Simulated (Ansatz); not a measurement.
# Boron, diamond: HSE06 at the PBE geometry

How do the levels change when part of the exchange is made exact, and what does it cost? Spin polarisation is left out. The geometry was relaxed under PBE beforehand and is kept. Exact exchange is dear, so the k-mesh is coarse, and PBE is run on the same mesh for comparison.

Computed with Ansatz 0.2.0 (DFT, plane waves (420 eV) with PBE-made PAW files, scalar-relativistic; functionals as named at each step, unless a step says otherwise).

**1. The system as given**

Symmetry: Fd-3m, No. 227, cubic system. Conventional cell: a = 4.052 Å, b = 4.052 Å, c = 4.052 Å, α = 90.00°, β = 90.00°, γ = 90.00°. Around B (site symmetry -43m) lie 4 B at 1.75 Å.

As a file:

```cif
data_structure
_symmetry_space_group_name_H-M 'Fd-3m:1'
_symmetry_Int_Tables_number 227
_cell_length_a 4.0524
_cell_length_b 4.0524
_cell_length_c 4.0524
_cell_angle_alpha 90.000
_cell_angle_beta 90.000
_cell_angle_gamma 90.000
_cell_volume 66.55
loop_
_atom_site_label
_atom_site_type_symbol
_atom_site_symmetry_multiplicity
_atom_site_Wyckoff_symbol
_atom_site_fract_x
_atom_site_fract_y
_atom_site_fract_z
_atom_site_occupancy
B1 B 8 b 0.75000 0.75000 0.75000 1
```

**2. PBE on the coarse mesh**

The run with PBE.

The input, input.yaml:

```yaml
crystal:
  lattice:
    - [0.0, 2.0261946966, 2.0261946966]
    - [2.0261946966, 0.0, 2.0261946966]
    - [2.0261946966, 2.0261946966, 0.0]
  atoms:
    - { symbol: B, position: [0.125, 0.125, 0.125] }
    - { symbol: B, position: [0.875, 0.875, 0.875] }
hamiltonian:
  xc: pbe
  pseudopotentials:
    kind: paw
    azcp:
      B: "pseudopotentials/B.paw.azcp"
basis:
  ecutwfc: 420
  fft_grid_basis: typed
kpoints:
  mp_grid: { grid: [7, 7, 7], shift: [0, 0, 0] }
magnetization:
  spin_polarized: false
scf:
  occupations: { method: fermi_dirac, width: 0.1 }
```

The run is started by

```bash
$ ansatz run input.yaml --threads 4 --pin off --max-ram 8192MiB --backend cpu --events-out ev --progress --plain --runs-dir out
```

The program printed (excerpt; [...] marks lines left out):

```text
Warning: RAYON_NUM_THREADS=4 ignored (pool sized by the plan → 4); use --threads N
[...]
Pseudopotentials: kind: paw
Pseudopotential: B, paw, valence charge 3, recommended cutoff 420 eV (normal), <dir>
Functional definition: PBE
[...]
Crystal: 2 atoms, lattice volume = 16.637 Å³
Basis set: ecut = 420 eV, 331 PW (Γ)
Bands: 7, of which v1, the nominal top of the filled ones, is band 3 counted from 1 (2 counted from 0)
Symmetry: 48 space group operations
Space group: Fd-3m (ITA 227), of the structure as read, at distance tolerance 2.6e-5 Å
k-points: 20 of 343
[...]
SCF iter   1: F=—  HF=-309.927571 eV  |F-HF|=—  |Δ(HF+E_count)|=         —  Δρ=1.28e-3  dr2=9.28e-5  ethr=1.77e-3  ⟨swp⟩=4.5  Hψ=945  notcnv=0
[...]
SCF iter   6: F=-309.927507 eV  HF=-309.927507 eV  |F-HF|=8.53e-13  |Δ(HF+E_count)|=  2.10e-10  Δρ=1.34e-7  dr2=2.22e-12  ethr=1.08e-11  ⟨swp⟩=1.0  Hψ=391  notcnv=0
[...]
SCF converged after 6 iterations
Free energy (F): -309.927507 eV
[...]
E sigma→0 (E₀):  -309.904211 eV
Entropy (-TS):   -0.046592 eV (-23.296 meV/atom)
Fermi energy:    6.461021 eV
[...]
```

Run time: 0.17 s. Hardware: 4 threads of Arm Neoverse V1, shared host; peak memory 0.22 GiB.

**3. HSE06, coarse mesh**

The run with HSE06.

input.yaml: that of step 2 with these lines changed.

```diff
@@ -9,3 +9,3 @@
 hamiltonian:
-  xc: pbe
+  xc: hse06
   pseudopotentials:
```

The run is started by

```bash
$ ansatz run input.yaml --threads 4 --pin off --max-ram 8192MiB --backend cpu --events-out ev --progress --plain --runs-dir out
```

The program printed (excerpt; [...] marks lines left out):

```text
Warning: RAYON_NUM_THREADS=4 ignored (pool sized by the plan → 4); use --threads N
[...]
[... 2 set-up lines as earlier in the session ...]
Functional definition: HSE06
[...]
Crystal: 2 atoms, lattice volume = 16.637 Å³
Basis set: ecut = 420 eV, 331 PW (Γ)
Bands: 7, of which v1, the nominal top of the filled ones, is band 3 counted from 1 (2 counted from 0)
[... 2 set-up lines as earlier in the session ...]
k-points: 20 of 343
[...]
SCF iter   1: F=—  HF=-309.924523 eV  |F-HF|=—  |Δ(HF+E_count)|=         —  Δρ=1.26e-3  dr2=8.07e-5  ethr=1.77e-3  ⟨swp⟩=6.5  Hψ=667  notcnv=0
[...]
Frozen-core exchange: fock
[...]
SCF 2 stopped early in 4 iterations: F = -309.693265 eV  dr2 = 1.92e-7
hybrid outer 1: dexx = +1.141e-3 eV, tail = 1.35e-6 eV
[...]
Frozen-core exchange: fock
[...]
SCF iter   2: F=-309.693283 eV  HF=-309.693283 eV  |F-HF|=7.78e-10  |Δ(HF+E_count)|=  3.79e-10  Δρ=5.95e-6  dr2=3.50e-9  ethr=2.57e-11  ⟨swp⟩=2.0  Hψ=443  notcnv=0
[...]
hybrid outer 2: dexx = +2.376e-8 eV, tail = 7.53e-9 eV, Δε = 5.46e-4 eV (about 4.00e-5 eV left of the loop's levels)
hybrid SCF converged: 2 outer / 6 inner (+5 warm-up), last move |dexx| = 2.38e-8 eV, tail = 7.53e-9 eV
Stability not checked: this state was not tested for a lower state beside it, because the functional holds exact exchange (a hybrid, or Hartree-Fock), whose exchange loop this test does not read (fock_operator; see scf.lower_state_search)
Free energy (F): -309.693283 eV
Frozen-core exchange: fock
[...]
E sigma→0 (E₀):  -309.673247 eV
Entropy (-TS):   -0.040071 eV (-20.036 meV/atom)
Fermi energy:    6.308981 eV
[...]
--- Band table (eV; the first three rows and the last of 20) ---
  k-point 0: bands = ["-8.4095", "11.1478", "11.1478", "11.1478", "15.5380"]
[...]
  guard bands above this table: 2 of the run's 7 bands. The solve was not asked for them (output.publish_guard_bands: true or output.eigenvalues: true publishes all)
```

Run time: 1.9 s. Hardware: 4 threads of Arm Neoverse V1, shared host; peak memory 0.49 GiB.

**4. The functionals compared**

```tsv
functional	gap on the mesh	Fermi energy (eV)	SCF cycles	exchange loops	CPU time
PBE	none (levels filled in part)	6.461	6	-	0.35 s
HSE06	none (levels filled in part)	6.309	11	2	5.4 s
```

**5. What came out**

| quantity | value |
| --- | --- |
| PBE: gap | none (levels filled in part) |
| HSE06: gap | none (levels filled in part) |
| HSE06: SCF cycles, exchange loops | 11, 2 |
| HSE06: CPU time over that of PBE | 15 |
| HSE06: relative to alpha-rhombohedral (B12) | +1172 meV/atom |

Neither PBE nor HSE06 shows a clean gap on this mesh. HSE06 cost 15 times the CPU time of PBE. HSE06 needed 2 outer loops of the exchange operator. To compare with dense-mesh energies, the change of PBE from this mesh and smearing to its dense run (-15.1 meV/atom, from a run not shown) is added. Under HSE06 it lies 1172 meV/atom above alpha-rhombohedral (B12) (computed apart in the same way); on such meshes a few tens of meV are uncertain for metals. The total energies in the logs cannot be compared from one functional to another.
